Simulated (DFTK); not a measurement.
## Sn under changes of volume

One of the cells (33.803 Å³/atom); the others are scaled copies at fixed shape and fractional positions:

```
Sn
1.0
     0.00000    3.23334    3.23334
     3.23334    0.00000    3.23334
     3.23334    3.23334    0.00000
Sn
2
Cartesian
  4.8500 4.8500 4.8500
  3.2333 3.2333 3.2333
```

This isn't the form of Sn at room conditions, which is tetragonal (white tin).

| Property | Result |
| --- | --- |
| Program | DFTK 0.8.2 |
| Functional | BLYP |
| Potentials or basis | cp2k.nc.sr.pbe.v0_1.semicore.gth (PBE, GTH) |
| Cutoff | 735 eV |
| k mesh | 7 × 7 × 7 |
| Occupations | fermi-dirac, width 0.05 eV |
| Spin | no spin polarisation |

| volume (Å³/atom) | energy over the lowest point (meV/atom) | pressure (GPa) |
| --- | --- | --- |
| 31.775 | 138.35 | 9.0 |
| 32.451 | 103.46 | 7.6 |
| 33.127 | 74.00 | 6.4 |
| 33.803 | 49.39 | 5.3 |
| 34.479 | 29.13 | 4.3 |
| 35.155 | ? | ? |
| 35.831 | 0.00 | 2.7 |

**Question.** What does the run at 35.155 Å³/atom give?

**Answer.** Energy over the lowest point 12.79 meV/atom; pressure 3.4 GPa.

Worked out: A Birch-Murnaghan fit of order 3 (a polynomial in V^(-2/3)) to the other rows has no minimum within the range. It gives 12.80 meV/atom at 35.155 Å³/atom, against the run's 12.79, and -dE/dV = 3.4 GPa, against 3.4.

Energies are extrapolated to zero smearing.

Caveats: the minimum lies outside the volumes run; GTH potentials come without recommended cutoffs, and this one wasn't checked for convergence; the potentials were made for another functional, which shifts forces and pressure.
